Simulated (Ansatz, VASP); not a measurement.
## One calculation of CO2, two programs

File INCAR:

```
SYSTEM = CO2
ALGO     = Normal         ! electronic algorithm
EDIFF    = 1E-8           ! SCF threshold, eV
ENCUT    = 520            ! plane-wave cutoff, eV
GGA      = PE             ! functional
ISIF     = 2              ! what is computed and relaxed
ISMEAR   = 0              ! smearing method
LASPH    = .True.         ! aspherical terms in the spheres
LCHARG   = .False.        ! write CHGCAR
LEFG     = .True.       
LREAL    = Auto         
LWAVE    = .False.        ! write WAVECAR
NBANDS   = 82             ! bands
NELM     = 100            ! most SCF steps
PREC     = Accurate       ! precision mode
SIGMA    = 0.01           ! smearing width, eV
```

KPOINTS

```
k-points
0
Gamma
  4 4 4
  0 0 0
```

File POSCAR:

```
CO2
1.0
    0.0000000000      6.1110000000      4.2850000000
    4.3441000000      0.0000000000      4.2850000000
    4.3441000000      6.1110000000      0.0000000000
C O
8 16
Direct
    0.3069914276      0.9430085724      0.0569914276
    0.8069914276      0.4430085724      0.5569914276
    0.1930085724      0.5569914276      0.9430085724
    0.6930085724      0.0569914276      0.4430085724
    0.6930085724      0.0569914276      0.9430085724
    0.1930085724      0.5569914276      0.4430085724
    0.3069914276      0.9430085724      0.5569914276
    0.8069914276      0.4430085724      0.0569914276
    0.2608240223      0.1237324313      0.1082876497
    0.7608240223      0.6237324313      0.6082876497
    0.3737324313      0.5108240223      0.7571558967
    0.8737324313      0.0108240223      0.2571558967
    0.0071558967      0.6082876497      0.1237324313
    0.5071558967      0.1082876497      0.6237324313
    0.8582876497      0.2571558967      0.5108240223
    0.3582876497      0.7571558967      0.0108240223
    0.2391759777      0.3762675687      0.3917123503
    0.7391759777      0.8762675687      0.8917123503
    0.1262675687      0.9891759777      0.7428441033
    0.6262675687      0.4891759777      0.2428441033
    0.4928441033      0.8917123503      0.3762675687
    0.9928441033      0.3917123503      0.8762675687
    0.6417123503      0.2428441033      0.9891759777
    0.1417123503      0.7428441033      0.4891759777
```

Input for Ansatz:

```yaml
crystal:
  lattice:
    - [0.0, 6.111, 4.285]
    - [4.3441, 0.0, 4.285]
    - [4.3441, 6.111, 0.0]
  atoms:
    - { symbol: C, position: [0.3069914276, 0.9430085724, 0.0569914276] }
    - { symbol: C, position: [0.8069914276, 0.4430085724, 0.5569914276] }
    - { symbol: C, position: [0.1930085724, 0.5569914276, 0.9430085724] }
    - { symbol: C, position: [0.6930085724, 0.0569914276, 0.4430085724] }
    - { symbol: C, position: [0.6930085724, 0.0569914276, 0.9430085724] }
    - { symbol: C, position: [0.1930085724, 0.5569914276, 0.4430085724] }
    - { symbol: C, position: [0.3069914276, 0.9430085724, 0.5569914276] }
    - { symbol: C, position: [0.8069914276, 0.4430085724, 0.0569914276] }
    - { symbol: O, position: [0.2608240223, 0.1237324313, 0.1082876497] }
    - { symbol: O, position: [0.7608240223, 0.6237324313, 0.6082876497] }
    - { symbol: O, position: [0.3737324313, 0.5108240223, 0.7571558967] }
    - { symbol: O, position: [0.8737324313, 0.0108240223, 0.2571558967] }
    - { symbol: O, position: [0.0071558967, 0.6082876497, 0.1237324313] }
    - { symbol: O, position: [0.5071558967, 0.1082876497, 0.6237324313] }
    - { symbol: O, position: [0.8582876497, 0.2571558967, 0.5108240223] }
    - { symbol: O, position: [0.3582876497, 0.7571558967, 0.0108240223] }
    - { symbol: O, position: [0.2391759777, 0.3762675687, 0.3917123503] }
    - { symbol: O, position: [0.7391759777, 0.8762675687, 0.8917123503] }
    - { symbol: O, position: [0.1262675687, 0.9891759777, 0.7428441033] }
    - { symbol: O, position: [0.6262675687, 0.4891759777, 0.2428441033] }
    - { symbol: O, position: [0.4928441033, 0.8917123503, 0.3762675687] }
    - { symbol: O, position: [0.9928441033, 0.3917123503, 0.8762675687] }
    - { symbol: O, position: [0.6417123503, 0.2428441033, 0.9891759777] }
    - { symbol: O, position: [0.1417123503, 0.7428441033, 0.4891759777] }
kpoints:
  mp_grid: { grid: [4, 4, 4] }
scf:
  occupations: { method: fixed }
hamiltonian:
  xc: pbe
  pseudopotentials: { kind: paw }
output:
  forces: true
  efg: { quadrupole_moments_barn: { O: -0.02558 }, contact_densities: true }
  core_levels:
    shells: { C: "1s", O: "1s" }
    counted_from: valence_top
    eps_inf: [3.103, 2.199, 2.632]
```

Alike in both runs: task electric field gradients; functional PBE; k mesh 4 × 4 × 4; no spin polarisation.

|  | VASP | Ansatz |
| --- | --- | --- |
| version | VASP 6.6.1 | Ansatz 0.2.0 |
| potentials or method | VASP PAW PBE potentials, release 64 (C, O) | plane-wave PAW, scalar-relativistic |
| plane-wave cutoff (eV) | 520 | 420 |
| occupations | gaussian, width 0.01 eV | fixed |
| valence electrons in the cell | 128 | 128 |

Ansatz gave:

```
gap on the k mesh at the Fermi level (eV)                      : 6.99
rms of the force components (eV/Å)                             : 0.009
Vzz of the field gradient on the site that differs most (V/Å²) : -29.9
```

Problem. Which values does VASP return?

Solution. gap on the k mesh at the Fermi level (eV): 6.97; rms of the force components (eV/Å): 0.324; Vzz of the field gradient on the site that differs most (V/Å²): -51.0.

Atom by atom the forces differ by 0.317 eV/Å (rms over components). One of these differences is far larger than is usual between the two programs; its cause wasn't traced.

Caveats: the standard files for N, O and F lose accuracy on very short bonds. A k mesh can miss the band edges. A hybrid or GW would open this gap; PBE tends to underestimate it.
